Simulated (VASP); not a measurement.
# GeSb2Te4 (P1) in VASP: relaxation of cell and atoms with PBE

Aim: the relaxation of cell and atoms of GeSb2Te4 with PBE.

Program: VASP 6.6.1. These are calculated values, not measurements. Logs are shortened: lines on timing, memory, paths and dates and some standing lists are left out, and cuts for length are marked.

**1. The structure**

The typed cell holds 14 atoms: a = 8.993 Å, b = 9.174 Å, c = 8.915 Å, α = 58.63°, β = 59.12°, γ = 59.15°.

The cell was built by a generator and needn't be a form met in nature.

**2. Relaxation of cell and atoms, PBE**

Contents of INCAR:

```
SYSTEM = GeSb2Te4
ALGO     = Fast           ! electronic algorithm
EDIFF    = 1E-5           ! SCF threshold, eV
EDIFFG   = -0.03          ! ionic threshold
ENCUT    = 520            ! plane-wave cutoff, eV
GGA      = PE             ! functional
IBRION   = 2              ! ionic algorithm
ISIF     = 3              ! what is computed and relaxed
ISMEAR   = 0              ! smearing method
ISYM     = 0            
LASPH    = .True.         ! aspherical terms in the spheres
LCHARG   = .False.        ! write CHGCAR
LREAL    = Auto         
LWAVE    = .False.        ! write WAVECAR
NELM     = 80             ! most SCF steps
NSW      = 110            ! ionic steps
PREC     = Normal         ! precision mode
SIGMA    = 0.15           ! smearing width, eV
```

Contents of KPOINTS:

```
k-points
0
Gamma
  3 3 3
  0 0 0
```

Contents of POSCAR:

```
GeSb2Te4
1.0
    0.1006611100      6.3130229500      6.4039096700
    6.4975596900      0.0283424900      6.4762282900
    6.3589254500      6.2467073400      0.1669767300
Ge Sb Te
2 4 8
Direct
    0.2646412700      0.2572529700      0.2472538500
    0.0100122700      0.9991478600      0.9877474700
    0.6011231100      0.6490187500      0.6284257600
    0.1149498500      0.6462234700      0.6152369600
    0.6345202100      0.1125816000      0.6313085400
    0.5969324100      0.6044444500      0.1419913000
    0.3616010500      0.8408091800      0.3911337400
    0.3908709800      0.3712408500      0.3963513400
    0.3819336200      0.3910466100      0.8413181100
    0.8642069500      0.3934797100      0.3411947500
    0.3965225200      0.8525241300      0.8764065500
    0.8606075700      0.4000580100      0.8651296900
    0.8719544600      0.8601744100      0.4056291700
    0.8606981700      0.8731710200      0.8751427700
```

Potentials or basis: VASP PAW PBE potentials, release 64 (Ge_d, Sb, Te).

Started as:

```console
> cat potpaw_PBE.64/Ge_d/POTCAR potpaw_PBE.64/Sb/POTCAR potpaw_PBE.64/Te/POTCAR > POTCAR
> mpirun -np 4 vasp_std > vasp.out
```

OUTCAR:

```text
SYSTEM = GeSb2Te4
   EDIFF = 1E-5
   EDIFFG = -0.03
   ENCUT = 520
   GGA = PE
   IBRION = 2
   ISIF = 3
   ISMEAR = 0
   ISYM = 0
   LASPH = .True.
   LREAL = Auto
   NELM = 80
   NSW = 110
   PREC = Normal

 ion  position               nearest neighbor table
   1  0.265  0.257  0.247-   8 2.89   9 2.92  10 2.93   7 3.10
   2  0.010  0.999  0.988-  11 2.82  14 2.89  12 2.96  13 3.00
   3  0.601  0.649  0.628-  11 2.89   7 3.02   9 3.06  13 3.08  12 3.11  10 3.46
   4  0.115  0.646  0.615-   7 2.81  13 2.84   9 3.10  14 3.10   8 3.17  12 3.18
   5  0.635  0.113  0.631-  14 2.94   8 3.00  13 3.06   9 3.14  11 3.17  10 3.26
   6  0.597  0.604  0.142-   8 2.80  11 2.93  10 2.95  12 3.08   7 3.10  14 3.39
   7  0.362  0.841  0.391-   4 2.81   3 3.02   6 3.10   1 3.10
   8  0.391  0.371  0.396-   6 2.80   1 2.89   5 3.00   4 3.17
   9  0.382  0.391  0.841-   1 2.92   3 3.06   4 3.10   5 3.14
  10  0.864  0.393  0.341-   1 2.93   6 2.95   5 3.26   3 3.46
  11  0.397  0.853  0.876-   2 2.82   3 2.89   6 2.93   5 3.17
  12  0.861  0.400  0.865-   2 2.96   6 3.08   3 3.11   4 3.18
  13  0.872  0.860  0.406-   4 2.84   2 3.00   5 3.06   3 3.08
  14  0.861  0.873  0.875-   2 2.89   5 2.94   4 3.10   6 3.39

IMPORTANT INFORMATION: All symmetrisations will be switched off!
NOSYMM: (Re-)initialisation of all symmetry stuff for point group C_1.

----------------------------------------------------------------------------------------

                                     Primitive cell

  volume of cell :     507.8309

  direct lattice vectors                    reciprocal lattice vectors
     0.100661110  6.313022950  6.403909670    -0.079653222  0.078957206  0.079570037
     6.497559690  0.028342490  6.476228290     0.076697222 -0.080154976  0.077811806
     6.358925450  6.246707340  0.166976730     0.080150838  0.080652592 -0.080767806

  length of vectors
     8.993022322  9.173909640  8.915445401     0.137514606  0.135506314  0.139471990

  position of ions in fractional coordinates (direct lattice)
     0.264641270  0.257252970  0.247253850
     0.010012270  0.999147860  0.987747470
     0.601123110  0.649018750  0.628425760
     0.114949850  0.646223470  0.615236960
     0.634520210  0.112581600  0.631308540
     0.596932410  0.604444450  0.141991300
     0.361601050  0.840809180  0.391133740
     0.390870980  0.371240850  0.396351340
     0.381933620  0.391046610  0.841318110
     0.864206950  0.393479710  0.341194750
     0.396522520  0.852524130  0.876406550
     0.860607570  0.400058010  0.865129690
     0.871954460  0.860174410  0.405629170
     0.860698170  0.873171020  0.875142770

  ion indices of the primitive-cell ions
   primitive index   ion index
                 1           1
                 2           2
                 3           3
                 4           4
                 5           5
                 6           6
[... 78 lines left out ...]
   TEBEG  =    0.0;   TEEND  =   0.0 temperature during run
   PSTRESS=    0.0 pullay stress
   NELECT =      96.0000    total number of electrons
   NUPDOWN=      -1.0000    fix difference up-down
   EMIN   =  10.00;   EMAX   =-10.00  energy-range for DOS
   EFERMI =   0.00;   METHOD = LEGACY
   ISMEAR =     0;   SIGMA  =   0.15  broadening in eV -4-tet -1-fermi 0-gaus
   EFERMI_NEDOS =   21; number of points for ismear=-14 and -15
   IALGO  =     68    algorithm
   IMIX   =      4    mixing-type and parameters
     AMIX     =   0.40;   BMIX     =  1.00
     AMIX_MAG =   1.60;   BMIX_MAG =  1.00
  volume/ion in A,a.u.               =      36.27       244.79
  Fermi-wavevector in a.u.,A,eV,Ry     =   0.939562  1.775515 12.010911  0.882777
  Thomas-Fermi vector in A             =   2.066887
   LORBIT       =      0    0 simple, 1 ext, 2 COOP (PROOUT), +10 PAW based schemes
   GGA     = PE    functional components
   LHFCALC =     F    Hartree Fock is set to
   AEXX    =    0.0000 exact exchange contribution
   IVDW    =     0    specifies the selected vdW correction
   LEPSILON=     F    determine dielectric tensor
   LRPA    =     F    only Hartree local field effects (RPA)
 conjugate gradient relaxation of ions
 non-spin polarized calculation
 RMM-DIIS sequential band-by-band and
 Gauss-broadening in eV      SIGMA  =   0.15
  energy-cutoff  :      520.00
  volume of cell :      507.83
 maximum number of plane-waves:     13697
   NGX = 33   NGY = 35   NGZ = 33

--------------------------------------- Ionic step        1  -------------------------------------------

 number of electron      95.9999984 magnetization

 Free energy of the ion-electron system (eV)
  ---------------------------------------------------
  ext. energy  EPLUGINS =         0.00000000
  ---------------------------------------------------
  free energy    TOTEN  =       -50.16977101 eV

  energy without entropy =      -50.16821522  energy(sigma->0) =      -50.16899311

------------------------ aborting loop because EDIFF is reached ----------------------------------------

  FORCE on cell =-STRESS in cart. coord.  units (eV):
  Direction    XX          YY          ZZ          XY          YZ          ZX
  --------------------------------------------------------------------------------------
  -------------------------------------------------------------------------------------
  Total       -0.4801633     11.8708676      4.1987949      0.2407625      0.4553006     -0.2430061
  in kB       -1.5148874     37.4519033     13.2469559      0.7595918      1.4364473     -0.7666703
  external PRESSURE =      16.3946573 kB  Pullay stress =       0.0000000 kB
[... 125 lines left out ...]
  FREE ENERGIE OF THE ION-ELECTRON SYSTEM (eV)
  ---------------------------------------------------
  free  energy   TOTEN  =       -50.6898619624 eV

  energy  without entropy=      -50.6887782886  energy(sigma->0) =      -50.68932013

[... ionic steps 4 to 25 ...]

--------------------------------------- Ionic step       26  -------------------------------------------

 number of electron      96.0000002 magnetization

------------------------ aborting loop because EDIFF is reached ----------------------------------------
[... 91 lines left out ...]
--------------------------------------- Ionic step       28  -------------------------------------------

 number of electron      96.0000002 magnetization

 Free energy of the ion-electron system (eV)
  ---------------------------------------------------
  ext. energy  EPLUGINS =         0.00000000
  ---------------------------------------------------
  free energy    TOTEN  =       -51.06896636 eV

  energy without entropy =      -51.06718109  energy(sigma->0) =      -51.06807372

 E-fermi :   4.6742     XC(G=0):  -8.4784

 val. band max:        4.3914636646   @ k =  -0.3333  -0.0000   0.3333
 cond. band min:       4.9050818002   @ k =   0.0000   0.0000   0.0000
 fundamental gap:      0.5136181356
 Fermi energy:         4.6742258150

 k-point     1 :       0.0000    0.0000    0.0000
  band No.  band energies     occupation
      1     -20.4462      2.00000
      2     -20.4461      2.00000
      3     -20.4459      2.00000
      4     -20.4452      2.00000
      5     -20.4451      2.00000
      6     -20.4449      2.00000
[... 912 lines left out ...]
  FREE ENERGIE OF THE ION-ELECTRON SYSTEM (eV)
  ---------------------------------------------------
  free  energy   TOTEN  =       -51.0689663632 eV

  energy  without entropy=      -51.0671810857  energy(sigma->0) =      -51.06807372

 reached required accuracy - stopping structural energy minimisation
```

OSZICAR:

```text
N       E                     dE             d eps       ncg     rms          rms(c)
DAV:   1     0.857353657492E+03    0.85735E+03   -0.34448E+04  1888   0.176E+03
DAV:   2     0.968631899943E+02   -0.76049E+03   -0.73200E+03  1808   0.424E+02
DAV:   3    -0.395003778808E+02   -0.13636E+03   -0.12979E+03  1992   0.152E+02
DAV:   4    -0.501947878430E+02   -0.10694E+02   -0.10321E+02  2024   0.462E+01
[... 221 lines left out ...]
       N       E                     dE             d eps       ncg     rms          rms(c)
DAV:   1    -0.510690560263E+02   -0.60866E-03   -0.24951E-02  1864   0.590E-01    0.101E-01
RMM:   2    -0.510690034140E+02    0.52612E-04   -0.12103E-03  2115   0.150E-01    0.503E-02
RMM:   3    -0.510689674813E+02    0.35933E-04   -0.26676E-04  2150   0.715E-02    0.191E-02
RMM:   4    -0.510689663632E+02    0.11181E-05   -0.73254E-05  2041   0.353E-02
  28 F= -.51068966E+02 E0= -.51068074E+02  d E =-.525492E-03
```

Run time: 29 min. Hardware: 4 MPI ranks of Intel Xeon Platinum 8488C (Sapphire Rapids), shared host; peak memory 0.26 GiB.

Results:

* Free energy: -51.0690 eV
* Relaxed volume: 36.65 Å³/atom
* Relaxed cell: a = 9.006 Å, b = 8.982 Å, c = 8.997 Å, α = 60.07°, β = 59.59°, γ = 59.97°
* Space group after relaxing (to 0.05 Å): Cc (No. 9)
* Energy gained by relaxing: 64.2 meV/atom
* Ionic steps: 28
* Pressure after relaxing: 0.0 GPa
* Largest force after relaxing: 0.025 eV/Å
* Band gap on the k mesh: 0.51 eV, indirect (least direct gap 0.69 eV)

Forces in eV/Å, atoms in the order of the input:
```
Ge   0.003 -0.001  0.005
Ge  -0.001  0.001  0.000
Sb  -0.003  0.014 -0.013
Sb  -0.003 -0.002  0.011
Sb  -0.008 -0.002 -0.006
Sb   0.014  0.007  0.010
Te   0.011  0.006 -0.005
Te  -0.006 -0.012  0.016
Te   0.001 -0.008 -0.002
Te   0.003  0.012 -0.016
Te  -0.005 -0.010 -0.012
Te   0.004  0.010  0.000
Te  -0.006 -0.001 -0.010
Te  -0.005 -0.013  0.021
```

Step by step:
```
step  energy change (eV)  largest force (eV/Å)  pressure (GPa)  volume (Å³)
   1              0.0000                1.3805            1.64       507.83
   2             -0.5198                0.6380           -1.04       535.36
   3             -0.5201                0.6480           -1.04       534.71
   4             -0.7110                0.4417           -0.39       522.21
   5             -0.7826                0.2962            0.47       508.70
   6             -0.8269                0.2569           -0.03       513.19
   7             -0.8275                0.2618           -0.08       513.79
   8             -0.8488                0.1968           -0.07       513.36
   9             -0.8655                0.1302           -0.03       512.75
  10             -0.8561                0.2342            0.08       511.49
  11             -0.8686                0.1249           -0.02       512.34
  12             -0.8772                0.1142            0.09       511.40
  13             -0.8777                0.1158            0.11       511.13
  14             -0.8844                0.0815           -0.03       513.41
  15             -0.8854                0.1022           -0.09       514.64
  16             -0.8885                0.0874            0.02       512.93
  17             -0.8890                0.0932            0.12       512.09
  18             -0.8907                0.0780            0.09       512.21
  19             -0.8938                0.0534            0.06       512.58
  20             -0.8942                0.0616            0.04       512.71
  21             -0.8943                0.0673            0.03       512.85
  22             -0.8956                0.0549            0.00       513.37
  23             -0.8961                0.0515           -0.07       514.08
  24             -0.8970                0.0454           -0.03       513.76
  25             -0.8979                0.0467            0.02       513.04
  26             -0.8984                0.0416           -0.01       513.18
  27             -0.8987                0.0308           -0.02       513.32
  28             -0.8992                0.0249            0.01       513.13
```

Final structure:
```
Ge Sb Te
1.0
     0.01570    6.39002    6.34568
     6.34392    0.00571    6.35852
     6.33464    6.38911    0.01456
Ge Sb Te
2 4 8
Direct
  0.24839 0.24994 0.24991
  0.99742 0.00070 0.99873
  0.62215 0.62941 0.61954
  0.12139 0.62396 0.62703
  0.62515 0.12450 0.62644
  0.62000 0.62274 0.12442
  0.37653 0.85814 0.38038
  0.37845 0.37549 0.38656
  0.37695 0.38321 0.85653
  0.85620 0.38269 0.37605
  0.39054 0.86973 0.86929
  0.86344 0.39330 0.86596
  0.86982 0.86910 0.39034
  0.86414 0.86825 0.87310
```

Caveat: spin-orbit coupling is left out, which moves the levels of the heavy elements; an odd mesh through Γ misses points on the zone boundary, where band edges often lie.
